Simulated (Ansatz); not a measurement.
Method: Ansatz 0.2.0, DFT PBE, scalar-relativistic, plane waves, PAW. All cells share a 420 eV cutoff and Γ-centred k meshes spaced at most about 0.3 Å⁻¹ (about 0.25 or finer for metals, 2π included). No spin polarisation.

All energies are static (0 K, no zero-point motion).

Compare these two cells of Mg₇Se, each relaxed at this level.

A.

```xyz
8
Lattice="6.3801 0.0000 0.0000 0.0000 6.3801 0.0000 0.0000 0.0000 4.6299" Properties=species:S:1:pos:R:3 pbc="T T T"
Mg    1.6718    1.6718    0.3936
Mg    4.7082    4.7082    0.3936
Mg    4.7082    1.6718    0.3936
Mg    1.6718    4.7082    0.3936
Mg    3.1900    0.0000    2.7219
Mg    0.0000    3.1900    2.7219
Mg    3.1900    3.1900    2.7423
Se    0.0000    0.0000    3.6409
```

B.

```xyz
8
Lattice="6.2460 0.0000 0.0000 -3.1230 5.4092 0.0000 0.0000 0.0000 5.3012" Properties=species:S:1:pos:R:3 pbc="T T T"
Mg    3.1230    0.0150    0.0000
Mg    1.5597    4.5066    2.6506
Mg    3.1230    1.8031    2.6506
Mg   -1.5597    4.5066    2.6506
Mg    4.6715    2.6971    0.0000
Mg    1.5745    2.6971    0.0000
Mg    0.0000    1.8051    2.6506
Se    0.0000    0.0000    0.0000
```

Question: Which form is favoured at zero pressure, and by what margin per atom?

Answer: A is lower, by 12 meV/atom. A has space group P4mm (No. 99), 23.6 Å³/atom and no gap on its mesh; B has space group P-6m2 (No. 187), 22.4 Å³/atom and no gap. Counting Mg atoms around Se (those within 1.25 times the shortest such distance or 1.15 times the sum of covalent radii; a plus sign parts nearer from farther groups; the shortest distance is added where it is long for a bond), A has Se 4+4 and B has Se 12 from 3.1 Å. The lower one is the more open, so pressure narrows the difference. Both come from invented guesses. The lowest form computed isn't among them: it has space group Fm-3m (No. 225), 22.3 Å³/atom and lies 27 meV/atom below the best shown.

The k mesh leaves some 4 meV/atom of noise in the energy of each metallic cell. Cells relaxed within their symmetry can be saddle points. Some types were kept out of the candidates beforehand, so the set may lack a known form.
